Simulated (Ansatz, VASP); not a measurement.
# One calculation of SiC, two programs

INCAR

```
PREC = Accurate
ENCUT = 520
EDIFF = 1E-7
ISMEAR = -1
SIGMA = 0.05
LREAL = F
LASPH = T
NELM = 100
ALGO = Normal
ISIF = 2
LWAVE = F
LCHARG = T
GGA = PE
LELF = T
LVHAR = T
NBANDS = 11
```

KPOINTS

```
regular mesh
0
Gamma
  17 17 17
```

File POSCAR:

```
SiC
1.0
    0.0000000000      2.0280690359      2.0280690359
    2.0280690359      0.0000000000      2.0280690359
    2.0280690359      2.0280690359      0.0000000000
Si C
1 1
Direct
    0.0000000000      0.0000000000      0.0000000000
    0.5000000000      0.5000000000      0.5000000000
```

Input for Ansatz:

```yaml
crystal:
  lattice:
    - [0.0, 2.0280690359, 2.0280690359]
    - [2.0280690359, 0.0, 2.0280690359]
    - [2.0280690359, 2.0280690359, 0.0]
  atoms:
    - { symbol: Si, position: [0.0, 0.0, 0.0] }
    - { symbol: C, position: [0.5, 0.5, 0.5] }
kpoints:
  mp_grid: { grid: [17, 17, 17] }
  band_path:
    path:
      - [0.0, 0.0, 0.0]
      - [0.5, 0.0, 0.5]
      - [0.625, 0.25, 0.625]
      - [0.375, 0.375, 0.75]
      - [0.0, 0.0, 0.0]
      - [0.5, 0.5, 0.5]
      - [0.5, 0.25, 0.75]
      - [0.5, 0.0, 0.5]
    npoints: 8
scf:
  occupations: { method: fermi_dirac, width: 0.05 }
hamiltonian:
  xc: pbe
  pseudopotentials: { kind: paw }
output:
  forces: true
  stress: true
  eigenvalues: true
  populations: true
  dos: { projected: true, de: 0.2, e_range: [-14, 8] }
```

Change from the starting cell: volume scaled by 1, PAW files.

Alike in both runs: task single point; functional PBE; k mesh 17 × 17 × 17; occupations fermi-dirac, width 0.05 eV; no spin polarisation.

```csv
,VASP,Ansatz
version,VASP 6.6.1,Ansatz 0.2.0
potentials or method,"VASP PAW PBE potentials, release 64 (Si, C)","PAW with Ansatz's default frozen-core files, scalar-relativistic"
plane-wave cutoff (eV),520,420
valence electrons in the cell,8,8
```

Ansatz gave:

```
pressure (GPa) : 0.0
```

Task: Estimate VASP's values.

Result: Pressure (GPa): 0.2.
